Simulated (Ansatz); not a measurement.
## Cost of a DFT run on SnO2

```yaml
crystal:
  lattice:
    - [4.738, 0.0, 0.0]
    - [0.0, 4.738, 0.0]
    - [0.0, 0.0, 3.1865]
  atoms:
    - { symbol: Sn, position: [0.0, 0.0, 0.0] }
    - { symbol: Sn, position: [0.5, 0.5, 0.5] }
    - { symbol: O, position: [0.3071, 0.3071, 0.0] }
    - { symbol: O, position: [0.1929, 0.8071, 0.5] }
    - { symbol: O, position: [0.6929, 0.6929, 0.0] }
    - { symbol: O, position: [0.8071, 0.1929, 0.5] }
kpoints:
  mp_grid: { grid: [7, 7, 9] }
scf:
  occupations: { method: fermi_dirac, width: 0.02 }
hamiltonian:
  xc: pbe
  pseudopotentials: { kind: paw }
output:
  forces: true
  stress: true
  populations: true
  efg:
    quadrupole_moments_barn: { Sn: -0.132, O: -0.02558 }
    contact_densities: true
relax:
  f_tol: 0.02
  max_steps: 60
```

The quadrupole moment typed for Sn is that of the 23.9 keV Mössbauer state of ¹¹⁹Sn; the ground state has I = 1/2 and no quadrupole moment.

```sh
ansatz run input.yaml --threads 1 --pin off --max-ram 3072MiB --backend cpu --events-out ev --progress --plain --runs-dir out
```

It runs on 1 thread of Intel Xeon 6975P-C (Granite Rapids) (x86_64; 16 cores open to the job, memory cap 3.0 GiB, no GPU), a shared host with a load of 2.1 a core.

Problem. Estimate the wall time and the peak memory.

Solution. About 17 s of wall time (14 s of CPU time) and 0.45 GiB. The run holds 52 valence electrons in 32 bands, about 1411 plane waves a k-point and 50 irreducible k-points, and took 15 SCF iterations, over 3 ionic steps. Times on a shared host vary by tens of per cent.
